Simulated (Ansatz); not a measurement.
**Sensitivity of the G0W0 gap of PbF2 (Pnma)**

Aim: change settings of a G0W0 run on PbF2 (Pnma) and see what moves.

Calculated with Ansatz 0.2.0; G0W0 on PBE, plane waves, PAW.

The database entry behind the starting cell differs from later determinations by our own check (about 0.2 % short), so it need not match the best structure at ambient conditions.

## 1. The starting structure

It takes space group Pnma (No. 62, orthorhombic). The conventional cell has a = 6.427 Å, b = 3.891 Å, c = 7.636 Å, α = 90.00°, β = 90.00°, γ = 90.00°. Nearest to Pb lie 5 F at 2.48 to 2.57 Å. Nearest to F lie 4 Pb at 2.48 to 2.51 Å. Nearest to F lie 1 Pb at 2.57 Å. Farther neighbours and most contacts between anions are not listed.

The cell and positions come from the Crystallography Open Database and are kept as given unless a step says otherwise. Spin-orbit coupling is left out unless a step names it. The default PAW set here is soft_2. Its files were made with PBE.

## 2. The base run: 2×4×2 mesh, 281 empty bands, screening to 75 eV

Now the one-shot GW correction: screening in the RPA, then the self-energy of the levels asked for.

File input.yaml:

```yaml
crystal:
  lattice:
    - [6.42689, 0.0, 0.0]
    - [0.0, 3.89098, 0.0]
    - [0.0, 0.0, 7.63574]
  atoms:
    - { symbol: Pb, position: [0.756, 0.75, 0.103] }
    - { symbol: Pb, position: [0.244, 0.25, 0.897] }
    - { symbol: Pb, position: [0.744, 0.25, 0.603] }
    - { symbol: Pb, position: [0.256, 0.75, 0.397] }
    - { symbol: F, position: [0.142, 0.75, 0.085] }
    - { symbol: F, position: [0.858, 0.25, 0.915] }
    - { symbol: F, position: [0.358, 0.25, 0.585] }
    - { symbol: F, position: [0.642, 0.75, 0.415] }
    - { symbol: F, position: [0.551, 0.75, 0.814] }
    - { symbol: F, position: [0.449, 0.25, 0.186] }
    - { symbol: F, position: [0.949, 0.25, 0.314] }
    - { symbol: F, position: [0.051, 0.75, 0.686] }
kpoints:
  mp_grid: { grid: [2, 4, 2] }
hamiltonian:
  xc: pbe
scf:
  occupations: { method: fixed }
gw:
  n_empty_bands: 281
  ecut_chi: 75.0
  qp_bands: [v4, c4]
  qp_kpoints: band_edges
  screening: { model: contour_deformation }
```

Started as:

```console
$ ansatz run input.yaml --threads 3 --pin off --max-ram 64512MiB --backend cuda --events-out ev --progress --plain --runs-dir out --devices 1 --max-vram 24GiB  # rebuilt from the run's record
```

Numbers of over 12 decimals in the logs are rounded to 6 here.

Output:

```text
GPUs: using 1 of 1 available (devices: 1).
Engine: ansatz 0.2.0, x86_64-unknown-linux-gnu
Pseudopotentials: kind: paw
Pseudopotential: Pb, paw, valence charge 14, recommended cutoff 420 eV (normal), Pb.paw.azcp
Pseudopotential: F, paw, valence charge 7, recommended cutoff 420 eV (normal), F.paw.azcp
Functional definition: PBE
  parameter kappa = 0.804
  parameter beta = 0.066725
  exchange = pbe_x(kappa = kappa, mu = beta*pi^2/3)
  correlation = pbe_c(beta = beta)
device memory: the entry about to start is reckoned to put 3.5 GiB on a device that reports 67.2 GiB free (of which the cap on the GPU budget leaves the run 24.0 GiB)
GPU FFT provider: cuFFT
GPU libraries: cuBLAS 13.8.2, cuFFT 12.4.0, cuSOLVER 12.3.4
Crystal: 12 atoms, lattice volume = 190.946 Å³
Basis set: ecut = 420 eV, 3749 PW (Γ)
Bands: 68, of which v1, the nominal top of the filled ones, is band 56 counted from 1 (55 counted from 0)
Symmetry: 8 space group operations
Space group: Pnma (ITA 62), of the structure as read, at distance tolerance 5.8e-5 Å
k-points: 12 of 16
Non-local potential: Pb, projectors of the file, l = 0: 2, l = 1: 2, l = 2: 2, l = 3: 2
Non-local potential: F, projectors of the file, l = 0: 2, l = 1: 2, l = 2: 1
PAW form: soft (Blöchl's): semilocal exchange-correlation on the pseudo side does not see the compensation charge
PAW one-centre angular grid: Pb, 590 points (default); XC on 64 Gauss nodes
PAW one-centre angular grid: F, 110 points (default); XC on 64 Gauss nodes
Initial density: superposition of atomic densities (neutral atoms: chi_scale 0, normalization atom), corrected by the library's trained network
Initial wavefunctions: pseudopotential atomic-orbital guess
GPU buffer pool allocated for 65610 grid points (all kernels)
GPU transforms: local potential and band sums: pruned to the plane-wave sphere, on 45×27×54
Functional: x = pbe(κ = 0.804, μ = 0.219515), c = pbe(β = 0.066725)
SCF iter   1: F=—  HF=-54098.146860 eV  |F-HF|=—  |Δ(HF+E_count)|=         —  Δρ=1.03e-3  dr2=9.73e-4  ethr=1.77e-3  ⟨swp⟩=5.0  Hψ=2636  notcnv=0  defer=108
preconditioner: auto → Resta (q_TF=auto, 2.496 Å⁻¹)  ε∞=4.1  [insulator: Δε(μ)=4.224 eV  Ē_g=16.029 eV  n_scr=44 (ndim 8)  ℏωp=28.4 eV  f_vac=0.025  ε∞_Penn≈4.1]
SCF iter   2: F=—  HF=-54098.150618 eV  |F-HF|=—  |Δ(HF+E_count)|=   3.76e-3  Δρ=6.23e-4  dr2=3.21e-4  ethr=8.69e-7  ⟨swp⟩=2.2  Hψ=1653  notcnv=0  defer=116
SCF iter   3: F=—  HF=-54098.150931 eV  |F-HF|=—  |Δ(HF+E_count)|=   3.13e-4  Δρ=2.80e-4  dr2=7.62e-5  ethr=2.86e-7  ⟨swp⟩=2.0  Hψ=1244  notcnv=0  defer=116
SCF iter   4: F=—  HF=-54098.151067 eV  |F-HF|=—  |Δ(HF+E_count)|=   1.36e-4  Δρ=7.86e-5  dr2=9.42e-6  ethr=6.81e-8  ⟨swp⟩=2.0  Hψ=1067  notcnv=0  defer=105
[...]
NSCF: frozen V_eff on 12 k-points
G₀W₀ screening: q 1/12
[... further progress lines ...]
SCF converged after 7 iterations
Free energy (F): -54098.151069 eV
Harris-Foulkes:  -54098.151069 eV  (|F-HF|=2.80e-8)
Internal energy: -54098.151069 eV  (E = F + TS)
E sigma→0 (E₀):  -54098.151069 eV
Fermi energy:    6.109558 eV
--- Per-component energies (eV) ---
  E_band       = -384.105433
  E_kinetic    = 2792.592251
  E_local      = -8182.798750  (includes V_loc(G=0)·N_el)
  E_nonlocal   = 1987.904337
  E_hartree    = 3102.819587
  E_xc         = -1526.579490
  E_vxc        = -1352.727211  (∫ρ·V_xc dr)
  E_paw        = -43207.203753  (= ΣΔE_a)
  E_vpaw       = -1834.725538  (= ΣTr[D̂ρ^β])
  E_aug_tail   = 0.016556  (compensation charges beyond the density's cutoff)
  E_ewald      = -9064.901806
  E_smearing   = -0.000000  (= −TS)
  E_closure    = 0.000000  (closes the sum)
  Σ components = -54098.151069   (vs F -54098.151069, Δ=0.00e0)
--- Band table (eV; the first three rows and the last of 12) ---
  k-point 0: bands = [... 52 lower, 4.6717, 5.6380, 5.7997, 6.1096, 10.4249, 11.1862, 12.0948, 12.1099, ... 8 higher]
  k-point 1: bands = [... 52 lower, 5.1438, 5.1438, 5.8902, 5.8902, 11.0719, 11.0719, 12.2902, 12.2902, ... 8 higher]
  k-point 2: bands = [... 52 lower, 5.1437, 5.4260, 5.7353, 5.8788, 10.9268, 11.7795, 11.7879, 12.0439, ... 8 higher]
  k-point 11: bands = [... 52 lower, 5.6326, 5.6326, 5.6326, 5.6326, 10.7036, 10.7036, 10.7036, 10.7036, ... 8 higher]
--- G₀W₀: contour deformation, 5 samples at zero and on the imaginary axis and 1 off it, 16 q-points, 281 empty bands' worth ---
  eigenvalues of the whole cell's RPA ε∞ on this k-mesh (on a slab, of 1 + 4πα/V) = 3.5431, 3.5979, 3.6314; static W/v taken at q = 0 is 0.278828
  bands read: the sum over 337 bands ends inside a degenerate multiplet in 10 slots, whose members it reads at an even weight; the widest, k=10: bands 337 to 340 (counted from 1) at 1/4 each
  gw.qp_kpoints: band_edges: 12 of 12 stored k-points solved, in 1 pass; an edge of the gap read off the rows below is read off those points alone
    ik  band        ε_KS         Σx   Σc(E_QP)       V_xc       Z   E_QP_lin       E_QP  E_QP is
     0    53      4.6717   -30.9146     6.5453   -23.2775  0.7193     3.5536     3.5798  root
     0    54      5.6380   -27.4591     4.2077   -22.3171  0.7674     4.6910     4.7038  root
     0    55      5.7997   -27.9641     4.3142   -22.7371  0.7643     4.8746     4.8869  root
     0    56      6.1096   -28.3174     4.2012   -23.2851  0.7670     5.2689     5.2785  root
     0    57     10.4249   -11.1344    -2.8554   -14.8586  0.8239    11.3006    11.2938  root
     0    58     11.1862   -10.2402    -3.1854   -14.3169  0.8300    12.0850    12.0775  root
     0    59     12.0948    -9.6924    -3.4323   -14.1398  0.8198    13.1222    13.1099  root
     0    60     12.1099   -11.1365    -3.2366   -15.4046  0.8204    13.1530    13.1414  root
[...]
11    57     10.7036   -11.1269    -2.9269   -14.9652  0.8221    11.6228    11.6150  root
    11    58     10.7036   -11.1269    -2.9269   -14.9652  0.8221    11.6228    11.6150  root
    11    59     10.7036   -11.1269    -2.9269   -14.9652  0.8221    11.6228    11.6150  root
    11    60     10.7036   -11.1269    -2.9269   -14.9652  0.8221    11.6228    11.6150  root
```

It took 18 s on 1 × NVIDIA H100 80GB HBM3 (shared by 3 runs) with 3 threads of AMD EPYC 7R13 (Zen 3), shared host; peak memory 1.6 GiB.

Reading the cycles: dr2 is the Hartree energy of the density residual (eV), the measure of convergence; HF is the Harris–Foulkes estimate of the energy, which meets the free energy F at convergence.

This step gave:

* bands summed: 337
* RPA ε∞ on this mesh (eigenvalues): 3.543, 3.598, 3.631
* plane waves in the screening matrix: 279
* q-points in the mesh: 16
* G0W0 gap on the mesh: 5.897 eV
* k of the valence top: 0, 0, 0
* k of the conduction bottom: 0, -0.5, -0.5
* starting gap on the mesh: 4.228 eV
* Z at the valence top: 0.7670
* Z at the conduction bottom: 0.8291
* least direct G0W0 gap on the computed points: 6.015 eV

The gap on the mesh goes from 4.23 eV to 5.90 eV, a correction of +1.67 eV. Between the two edge states, bare exchange in place of the xc potential would open the gap by 8.88 eV, and correlation takes back 7.21 eV.

## 3. Variant: coarser q mesh

Edit input.yaml of step 2 so:

```diff
@@ -19,3 +19,3 @@
 kpoints:
-  mp_grid: { grid: [2, 4, 2] }
+  mp_grid: { grid: [2, 2, 2] }
 hamiltonian:
@@ -25,4 +25,4 @@
 gw:
-  n_empty_bands: 281
-  ecut_chi: 75.0
+  n_empty_bands: 433
+  ecut_chi: 100
   qp_bands: [v4, c4]
@@ -30 +30,2 @@
   screening: { model: contour_deformation }
+  q_mesh: [1, 1, 1]
```

Output:

```text
GPUs: using 1 of 1 available (devices: 1).
[...]
GPU FFT provider: cuFFT
GPU libraries: cuBLAS 13.8.2, cuFFT 12.4.0, cuSOLVER 12.3.4
Crystal: 12 atoms, lattice volume = 190.946 Å³
Basis set: ecut = 420 eV, 3749 PW (Γ)
Bands: 68, of which v1, the nominal top of the filled ones, is band 56 counted from 1 (55 counted from 0)
[... 1 set-up line as in the run before ...]
[...]
k-points: 8
[...]
GPU buffer pool allocated for 65610 grid points (all kernels)
[...]
SCF iter   1: F=—  HF=-54098.149501 eV  |F-HF|=—  |Δ(HF+E_count)|=         —  Δρ=1.78e-3  dr2=2.57e-3  ethr=1.77e-3  ⟨swp⟩=5.0  Hψ=1751  notcnv=0  defer=73
[...]
SCF iter   7: F=-54098.153521 eV  HF=-54098.153521 eV  |F-HF|=8.11e-9  |Δ(HF+E_count)|=   8.26e-8  Δρ=4.55e-6  dr2=4.64e-8  ethr=8.93e-11  ⟨swp⟩=7.2  Hψ=2443  notcnv=0
SCF 1 converged in 7 iterations: F = -54098.153521 eV  dr2 = 4.64e-8
[...]
NSCF: frozen V_eff on 8 k-points
[...]
G₀W₀ screening: q 1/1
[... further progress lines ...]
SCF converged after 7 iterations
Free energy (F): -54098.153521 eV
[...]
Internal energy: -54098.153521 eV  (E = F + TS)
E sigma→0 (E₀):  -54098.153521 eV
Fermi energy:    6.102972 eV
[...]
--- Band table (eV; the first three rows and the last of 8) ---
  k-point 0: bands = [... 52 lower, 4.6623, 5.6319, 5.7931, 6.1030, 10.4247, 11.1867, 12.0961, 12.1100, ... 8 higher]
  k-point 1: bands = [... 52 lower, 5.1364, 5.1364, 5.8841, 5.8841, 11.0717, 11.0717, 12.2911, 12.2911, ... 8 higher]
  k-point 2: bands = [... 52 lower, 5.1645, 5.1645, 5.9888, 5.9888, 10.6478, 10.6478, 11.5109, 11.5109, ... 8 higher]
  k-point 7: bands = [... 52 lower, 5.6302, 5.6302, 5.6302, 5.6302, 10.7025, 10.7025, 10.7025, 10.7025, ... 8 higher]
[...]
0    53      4.6623   -31.0943     6.7115   -23.2781  0.7110     3.5289     3.5576  root
     0    54      5.6319   -27.9846     4.6243   -22.3115  0.7547     4.5642     4.5832  root
     0    55      5.7931   -28.3752     4.6575   -22.7321  0.7510     4.7907     4.8075  root
     0    56      6.1030   -28.8984     4.6575   -23.2803  0.7532     5.1271     5.1425  root
     0    57     10.4247   -10.7163    -3.3888   -14.8526  0.8063    11.1791    11.1723  root
     0    58     11.1867    -9.9481    -3.6304   -14.3125  0.8122    11.9274    11.9207  root
     0    59     12.0961    -9.4317    -3.8762   -14.1355  0.8044    12.9333    12.9236  root
     0    60     12.1100   -10.9701    -3.5762   -15.3994  0.8055    12.9727    12.9631  root
[...]
7    57     10.7025   -10.4741    -3.6598   -14.9591  0.8007    11.5366    11.5276  root
     7    58     10.7025   -10.4741    -3.6598   -14.9591  0.8007    11.5366    11.5276  root
     7    59     10.7025   -10.4741    -3.6598   -14.9591  0.8007    11.5366    11.5276  root
     7    60     10.7025   -10.4741    -3.6598   -14.9591  0.8007    11.5366    11.5276  root
```

Run time: 10 s. Hardware: 1 × NVIDIA H100 80GB HBM3 (shared by 3 runs) with 3 threads; peak memory 1.4 GiB; 15 s of CPU time.

Against the base:

```
              setting   base    variant
                 mesh  2×4×2      2×2×2
          empty bands    281        433
screening cutoff (eV)   75.0        100
               q mesh      -  [1, 1, 1]
```

```
                                    quantity  variant   base
                    starting gap on the mesh    4.234  4.228
                        G0W0 gap on the mesh    5.950  5.897
least direct G0W0 gap on the computed points    6.030  6.015
                        Z at the valence top    0.753  0.767
                  Z at the conduction bottom    0.806  0.829
```

## 4. Summary of results

| Quantity | Value |
| --- | --- |
| base | 5.90 eV, 18 s |
| coarser q mesh | 5.95 eV, 10 s |

Coarser q mesh: the gap moves by +0.05 eV; such settings are too crude to quote. The variant differs from the base in mesh, empty bands, screening cutoff and q mesh together, so the change can't be laid to one of them. All runs here use a coarse mesh and modest cutoffs; they test settings and are not final values. The 2×4×2 mesh is coarse for this cell (its supercell is 13 Å along the shortest edge). The RPA ε∞ on it, from the PBE start, is 3.54, 3.60 and 3.63; such meshes misread the long-range screening, most where the gap is narrow. Where an edge is built on 6p states of lead, bismuth or thallium, scalar-relativistic gaps usually stand too wide, by a few tenths to over one eV. The many-body steps are scalar-relativistic: spin-orbit coupling is not in them.

[Paths, hosts, dates, memory and timing lines, banners, echoed tables and standing remarks are left out of the program output.]

[Logs are printed without paths, hosts, clocks, repeated set-up lines and the standing remarks that a program may print on its own settings, such as how far it seeks lower states.]

[Runs of the session that timed out or met a known fault of the program may be left out.]

[Cells called generated may have been cut or substituted from an entry of the Crystallography Open Database or the Materials Project.]

[Hosts, paths, dates, database ids (printed as entryN), source tags and the programs' standing remarks are cut or masked in the printed files.]
